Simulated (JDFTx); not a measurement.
The system is CuO.

```
Cu O
1.0
     2.55255    0.00000    0.00000
     0.00000    2.55255    0.00000
     0.00000    0.00000    2.55255
Cu O
1 1
Direct
  0.00000 0.00000 0.00000
  0.50000 0.50000 0.50000
```

Measurements of this composition are mostly on another form, of space group No. 15.

- Program: JDFTx 1.7.0 (patched build)
- Task: relaxation of cell and atoms
- Functional: AM05
- Potentials or basis: SG15-PBE-1.2 with smoothed tails
- Cutoff: 1361 eV
- Density cutoff: 10885 eV
- k mesh: 5 × 5 × 5
- Occupations: fermi-dirac, width 0.05 eV
- Spin: no spin polarisation

At the start: pressure 9.9 GPa; volume 8.32 Å³/atom.

**Question.** Where does the relaxation end?

**Answer.** Over 6 steps the energy falls by 11.4 meV/atom and the volume is 8.70 Å³/atom (+4.6 %); space group Pm-3m (No. 221, to 0.05 Å).

Step by step:
| step | energy change (eV) | largest force (eV/Å) | pressure (GPa) | volume (Å³) |
| --- | --- | --- | --- | --- |
| 1 | 0.0000 | 0.0000 | 9.90 | 16.63 |
| 2 | -0.0047 | 0.0000 | 8.74 | 16.71 |
| 3 | -0.0226 | 0.0000 | 0.79 | 17.33 |
| 4 | -0.0227 | 0.0000 | 0.08 | 17.39 |
| 5 | -0.0227 | 0.0000 | 0.02 | 17.40 |
| 6 | -0.0227 | 0.0000 | -0.01 | 17.40 |

Final structure:
```xyz
2
Lattice="2.5912 0.0000 0.0000 0.0000 2.5912 0.0000 0.0000 0.0000 2.5912" Properties=species:S:1:pos:R:3 pbc="T T T"
Cu    0.0000    0.0000    0.0000
O     1.2956    1.2956    1.2956
```

Caveat: the k mesh is coarse (spacing up to 0.49 Å⁻¹), so the values aren't converged; the potentials were made for another functional, which shifts forces and pressure; an odd number of electrons without spin polarisation forces a metal; a magnetic or distorted state may lie lower; the run has no spin polarisation, though such a crystal can be magnetic.
